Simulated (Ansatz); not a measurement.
## InP: single point with PBE0

Crystal: InP.

```
In P
1.0
     0.00000    2.76883    2.76883
     2.76883    0.00000    2.76883
     2.76883    2.76883    0.00000
In P
1 1
Direct
  0.00000 0.00000 0.00000
  0.50000 0.50000 0.50000
```

Measurements of this composition are mostly on another form, of space group No. 216.

| Quantity | Value |
| --- | --- |
| Program | Ansatz 0.2.0 |
| Task | single point |
| Functional | PBE0 |
| Potentials or basis | Ansatz PAW |
| Cutoff | 420 eV (not typed: the program's choice for these potentials) |
| k mesh | 4 × 4 × 4 |
| Occupations | fermi-dirac, width 0.05 eV |
| Spin | no spin polarisation |

| Item | Value |
| --- | --- |
| Pressure | -2.7 GPa |
| Band gap on the k mesh | none (metal or under the smearing width) |

Levels at points of the mesh, in eV from the Fermi level:
```
             k point  band 7  band 8  band 9  band 10  band 11  band 12
  (0.00, 0.00, 0.00)   -0.74   -0.74   -0.74     1.46     8.13     8.13
 (0.00, 0.00, -0.50)   -7.87   -0.03   -0.03     3.37     4.26     4.26
(0.00, -0.50, -0.50)   -6.00   -3.03   -3.03    -2.67     4.66    11.42
```

Wall time 7.7 s on 1 × NVIDIA H100 80GB HBM3 with 2 threads of AMD EPYC 7R13 Processor (Zen 3), with other jobs on the host, peak memory 1.5 GiB.

Caveat: the k mesh is coarse (spacing up to 0.49 Å⁻¹), so the values aren't converged, least of all with exact exchange; the PAW data sets come from PBE, with cores solved anew for the run's functional, which leaves a small shift of forces and pressure; the thresholds are loose for stress.
